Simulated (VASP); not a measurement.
# SiC (Moissanite) (P6_3mc) in VASP: further runs, part 2 of 3

VASP 6.6.1. Earlier steps stand in the parts before.

## Step 3: G0W0 quasiparticle levels, PBE

File POSCAR:

```
SiC
1.0
    3.0760000000      0.0000000000      0.0000000000
   -1.5380000000      2.6638941420      0.0000000000
    0.0000000000      0.0000000000      5.0480000000
Si C
2 2
Direct
    0.6666666667      0.3333333333      0.5000000000
    0.3333333333      0.6666666667      0.0000000000
    0.6666666667      0.3333333333      0.8850000000
    0.3333333333      0.6666666667      0.3850000000
```

File INCAR.step1:

```
SYSTEM = SiC
  PREC = Accurate
  ENCUT = 450
  EDIFF = 1E-8
  ISMEAR = 0
  SIGMA = 0.01
  LREAL = .FALSE.
  LASPH = .TRUE.
  NELM = 80
  ALGO = Normal
  LWAVE = .TRUE.
  LCHARG = .FALSE.
  GGA = PE
```

File INCAR.step2:

```
SYSTEM = SiC
  PREC = Accurate
  ENCUT = 450
  EDIFF = 1E-8
  ISMEAR = 0
  SIGMA = 0.01
  LREAL = .FALSE.
  LASPH = .TRUE.
  NELM = 1
  ALGO = Exact
  LWAVE = .TRUE.
  LCHARG = .FALSE.
  GGA = PE
  NBANDS = 147
  LOPTICS = .TRUE.
  ISTART = 1
```

File INCAR.step3:

```
SYSTEM = SiC
  PREC = Accurate
  ENCUT = 450
  EDIFF = 1E-8
  ISMEAR = 0
  SIGMA = 0.01
  LREAL = .FALSE.
  LASPH = .TRUE.
  ALGO = EVGW0
  LWAVE = .FALSE.
  LCHARG = .FALSE.
  GGA = PE
  NELMGW = 1
  NBANDS = 147
  ENCUTGW = 100
  NOMEGA = 48
  PRECFOCK = Fast
  ISTART = 1
  NBANDSGW = 16
```

File KPOINTS:

```
regular mesh
0
G
  5 5 3
  0 0 0
```

Potentials or basis: VASP PAW PBE potentials, release 64 (Si_GW, C_GW).

Started as:

```sh
$ cat potpaw_PBE.64/Si_GW/POTCAR potpaw_PBE.64/C_GW/POTCAR > POTCAR
$ cp INCAR.step1 INCAR
$ mpirun -np 1 vasp_std > vasp.out
$ cp INCAR.step2 INCAR
$ mpirun -np 1 vasp_std > vasp.out
$ cp INCAR.step3 INCAR
$ mpirun -np 1 vasp_std > vasp.out
```

OUTCAR:

```text
SYSTEM = SiC
   PREC = Accurate
   ENCUT = 450
   EDIFF = 1E-8
   ISMEAR = 0
   LREAL = .FALSE.
   LASPH = .TRUE.
   GGA = PE
   NELMGW = 1
   ENCUTGW = 100
   PRECFOCK = Fast
   ISTART = 1

 ion  position               nearest neighbor table
   1  0.667  0.333  0.500-   4 1.87   4 1.87   4 1.87   3 1.94   2 3.09   2 3.09   2 3.09   2 3.09
                             2 3.09   2 3.09
   2  0.333  0.667  0.000-   3 1.87   3 1.87   3 1.87   4 1.94   1 3.09   1 3.09   1 3.09   1 3.09
                             1 3.09   1 3.09
   3  0.667  0.333  0.885-   2 1.87   2 1.87   2 1.87   1 1.94
   4  0.333  0.667  0.385-   1 1.87   1 1.87   1 1.87   2 1.94

  LATTYP: Found a hexagonal cell.
 ALAT       =     3.0760000000
 C/A-ratio  =     1.6410923277

  Lattice vectors:

 A1 = (   3.0760000000,   0.0000000000,   0.0000000000)
 A2 = (  -1.5380000000,   2.6638941420,   0.0000000000)
 A3 = (   0.0000000000,   0.0000000000,   5.0480000000)

Analysis of symmetry for initial positions (statically):
=====================================================================
 Subroutine PRICEL returns:
 Original cell was already a primitive cell.

 Routine SETGRP: Setting up the symmetry group for a
 hexagonal supercell.

 Subroutine GETGRP returns: Found 12 space group operations
 (whereof  6 operations were pure point group operations)
 out of a pool of 24 trial point group operations.

The static configuration has the point symmetry C_3v.
 The point group associated with its full space group is C_6v.

Analysis of symmetry for dynamics (positions and initial velocities):
=====================================================================
 Subroutine PRICEL returns:
 Original cell was already a primitive cell.

 Routine SETGRP: Setting up the symmetry group for a
 hexagonal supercell.

 Subroutine GETGRP returns: Found 12 space group operations
 (whereof  6 operations were pure point group operations)
 out of a pool of 24 trial point group operations.

The dynamic configuration has the point symmetry C_3v.
 The point group associated with its full space group is C_6v.

 Subroutine INISYM returns: Found 12 space group operations
 (whereof  6 operations are pure point group operations),
 and found     1 'primitive' translations

----------------------------------------------------------------------------------------

                                     Primitive cell

  volume of cell :      41.3640

  direct lattice vectors                    reciprocal lattice vectors
     3.076000000  0.000000000  0.000000000     0.325097529  0.187695146  0.000000000
    -1.538000000  2.663894142  0.000000000     0.000000000  0.375390292  0.000000000
     0.000000000  0.000000000  5.048000000     0.000000000  0.000000000  0.198098257

  length of vectors
     3.076000000  3.076000000  5.048000000     0.375390292  0.375390292  0.198098257

  position of ions in fractional coordinates (direct lattice)
     0.666666667  0.333333333  0.500000000
     0.333333333  0.666666667  0.000000000
     0.666666667  0.333333333  0.885000000
     0.333333333  0.666666667  0.385000000

  ion indices of the primitive-cell ions
   primitive index   ion index
                 1           1
                 2           2
                 3           3
                 4           4

----------------------------------------------------------------------------------------

 KPOINTS: regular mesh

Automatic generation of k-mesh.
 Grid dimensions read from file:
 generate k-points for:    5    5    3

 Generating k-lattice:

  Cartesian coordinates                     Fractional coordinates (reciprocal lattice)
     0.065019506  0.037539029  0.000000000     0.200000000  0.000000000  0.000000000
     0.000000000  0.075078058  0.000000000     0.000000000  0.200000000  0.000000000
     0.000000000  0.000000000  0.066032752     0.000000000  0.000000000  0.333333333

  Length of vectors
     0.075078058  0.075078058  0.066032752

  Shift w.r.t. Gamma in fractional coordinates (k-lattice)
     0.000000000  0.000000000  0.000000000

 Subroutine IBZKPT returns following result:
 ===========================================

 Found     10 irreducible k-points:

 Following reciprocal coordinates:
            Coordinates               Weight
  0.000000  0.000000  0.000000      1.000000
  0.200000 -0.000000  0.000000      6.000000
  0.400000 -0.000000  0.000000      6.000000
  0.200000  0.200000  0.000000      6.000000
  0.400000  0.200000  0.000000      6.000000
  0.000000  0.000000  0.333333      2.000000
  0.200000 -0.000000  0.333333     12.000000
  0.400000 -0.000000  0.333333     12.000000
  0.200000  0.200000  0.333333     12.000000
  0.400000  0.200000  0.333333     12.000000
   k-points           NKPTS =     10   k-points in BZ     NKDIM =     75   number of bands    NBANDS=    147
   number of dos      NEDOS =    301   number of ions     NIONS =      4
   total plane-waves  NPLWV =  20736
   dimension x,y,z NGX =    24 NGY =   24 NGZ =   36
   dimension x,y,z NGXF=    48 NGYF=   48 NGZF=   72
   ions per type =               2   2
   NGX,Y,Z   is equivalent  to a cutoff of  12.97, 12.97, 11.86 a.u.
   NGXF,Y,Z  is equivalent  to a cutoff of  25.94, 25.94, 23.71 a.u.
 SYSTEM =  SiC
   PREC   = accura    normal or accurate (medium, high low for compatibility)
   ISTART =      1    job   : 0-new  1-cont  2-samecut
   ICHARG =      0    charge: 1-file 2-atom 10-const
   ISPIN  =      1    spin polarized calculation?
   LNONCOLLINEAR =      F non collinear calculations
   LSORBIT =      F    spin-orbit coupling
   LASPH  =      T    aspherical Exc in radial PAW
   ENCUT  =  450.0 eV  33.07 Ry    5.75 a.u.   5.32  5.32  8.73*2*pi/ulx,y,z
   NELM   =     60;   NELMIN=  2; NELMDL=  0     # of ELM steps
   EDIFF  = 0.1E-07   stopping-criterion for ELM
   LREAL  =      F    real-space projection
   EDIFFG = 0.1E-06   stopping-criterion for IOM
   NSW    =      0    number of steps for IOM
   IBRION =     -1    ionic relax: 0-MD 1-quasi-New 2-CG
   NFREE  =      0    steps in history (QN), initial steepest desc. (CG)
   ISIF   =      0    stress and relaxation
   ISYM   =      3    0-nonsym 1-usesym 2-fastsym
   POTIM  = 0.5000    time-step for ionic-motion
   TEBEG  =    0.0;   TEEND  =   0.0 temperature during run
   PSTRESS=    0.0 pullay stress
   NELECT =      16.0000    total number of electrons
   NUPDOWN=      -1.0000    fix difference up-down
   EMIN   =  10.00;   EMAX   =-10.00  energy-range for DOS
   EFERMI =   0.00;   METHOD = LEGACY
   ISMEAR =     0;   SIGMA  =   0.01  broadening in eV -4-tet -1-fermi 0-gaus
   EFERMI_NEDOS =   21; number of points for ismear=-14 and -15
   IALGO  =     38    algorithm
   IMIX   =      4    mixing-type and parameters
     AMIX     =   0.40;   BMIX     =  1.00
     AMIX_MAG =   1.60;   BMIX_MAG =  1.00
  volume/ion in A,a.u.               =      10.34        69.78
  Fermi-wavevector in a.u.,A,eV,Ry     =   1.192817  2.254098 19.358549  1.422813
  Thomas-Fermi vector in A             =   2.328847
   LORBIT       =      0    0 simple, 1 ext, 2 COOP (PROOUT), +10 PAW based schemes
   GGA     = PE    functional components
   LHFCALC =     T    Hartree Fock is set to
   PRECFOCK=fast      Normal, Fast or Accurate (Low or Medium for compatibility)
   ENCUT4O =  -1.0   cutoff for four orbital integrals eV
   NKREDX  =     1    reduce k-point grid by
   NKREDY  =     1    reduce k-point grid by
   NKREDZ  =     1    reduce k-point grid by
   AEXX    =    1.0000 exact exchange contribution
   HFSCREEN=    0.0000 screening length (either q_TF or 0.3 A-1)
   HFSCREENC=   0.0000 screening length for correlation (either q_TF or 0.3 A-1)
   ENCUTFOCK=  -1.0 apply spherical cutoff to Coloumb kernel
   IVDW    =     0    specifies the selected vdW correction
   LEPSILON=     F    determine dielectric tensor
   LRPA    =     F    only Hartree local field effects (RPA)
   LRPAFORCE           =     F    calculate RPA forces
   ENCUTGW             = 100.0    cutoff for response function in eV
   ENCUTGWSOFT         =  80.0    soft cutoff for Coulomb kernel in GW response function in eV
   ENCUTLF             =  -1.0    cutoff for local field effects
   NELMGW              =     1    number of iterations in solving QP/BSE equation
   NELMHF              =     1    number of iterations in the inner HF iteration
   NKREDLFX            =     1    NKREDLFY  =   1   NKREDLFZ  =   1
 non-spin polarized calculation
 Gauss-broadening in eV      SIGMA  =   0.01
  energy-cutoff  :      450.00
  volume of cell :       41.36
 maximum number of plane-waves:       912
 NGX is ok and might be reduce to    24
  NGX = 12; NGY = 12; NGZ = 20
   NGX = 11   NGY = 11   NGZ = 17
 maximum number of plane-waves:        99

 QP shifts <psi_nk| G(iteration)W_0 |psi_nk>: iteration 1
 for sc-GW calculations column KS-energies equals QP-energies in previous step
 and V_xc(KS)=  KS-energies - (<T + V_ion + V_H > + <T+V_H+V_ion>^1  + <V_x>^1)

 k-point   1 :       0.0000    0.0000    0.0000
  band No.  KS-energies  QP-energies   sigma(KS)   V_xc(KS)     V^pw_x(r,r')   Z            occupation Imag(sigma)

      1      -7.6508      -8.6059     -14.0976     -12.7547     -21.7225       0.7112       2.0000       1.3816
      2      -4.1480      -4.9804     -14.9251     -13.7929     -21.7316       0.7352       2.0000       0.9266
      3      -0.6186      -1.4789     -13.1296     -11.9649     -17.7726       0.7386       2.0000       0.4011
      4       6.5279       5.9880     -15.1063     -14.4164     -17.5991       0.7827       2.0000       0.0889
      5       6.5279       5.9880     -15.1063     -14.4164     -17.5991       0.7827       2.0000       0.0889
      6       7.8103       7.4148     -15.4324     -14.9312     -17.5996       0.7891       2.0000       0.0809
[... 8 lines left out ...]
     15      16.7712      17.4781     -10.8671     -11.7721      -5.4248       0.7810       0.0000      -0.1410
     16      19.4255      20.1971     -12.0784     -13.1074      -5.5609       0.7499       0.0000      -0.3048
[... 164 lines left out ...]
      1      -3.4857      -4.2897     -15.0024     -13.9053     -21.6032       0.7329       2.0000       0.8240
      2      -2.8412      -3.6182     -15.2848     -14.2192     -21.7762       0.7292       2.0000       0.7410
      3      -0.1480      -0.9774     -13.5230     -12.3958     -18.0156       0.7358       2.0000       0.3390
      4       0.5287      -0.2794     -13.8154     -12.7197     -18.1535       0.7375       2.0000       0.2922
      5       2.6419       1.8504     -13.6479     -12.6017     -16.9909       0.7566       2.0000       0.1550
      6       3.8696       3.1365     -13.9728     -13.0165     -16.9629       0.7665       2.0000       0.1221
[... 8 lines left out ...]
     15      19.9192      20.7817     -12.0558     -13.1998      -5.5760       0.7540       0.0000      -0.2933
     16      20.6303      21.4461     -11.8243     -12.9032      -5.2914       0.7561       0.0000      -0.3192
```

Run time: 2.3 min. Hardware: 1 thread of Intel Xeon Platinum 8559C (Emerald Rapids), shared host; peak memory 0.33 GiB.

What came out:

| Property | Result |
| --- | --- |
| Band gap on the k mesh, mean-field level | 2.80 eV, indirect (least direct gap 4.18 eV) |
| Quasiparticle gap | 3.53 eV |
| Least direct quasiparticle gap | 5.06 eV |

Levels at points of the mesh, in eV from the valence-band top:
| k point | band 6 | band 7 | band 8 | band 9 | band 10 | band 11 |
| --- | --- | --- | --- | --- | --- | --- |
| (0.00, 0.00, 0.00) | -0.27 | -0.27 | 0.00 | 4.61 | 6.02 | 6.49 |

Caveat: the k mesh is coarse (spacing up to 0.47 Å⁻¹), so the values aren't converged; bands, screening cutoff and mesh are small and nothing is extrapolated, so the quasiparticle values aren't converged; an odd mesh through Γ misses points on the zone boundary, where band edges often lie.

(Continued in part 3 of 3.)
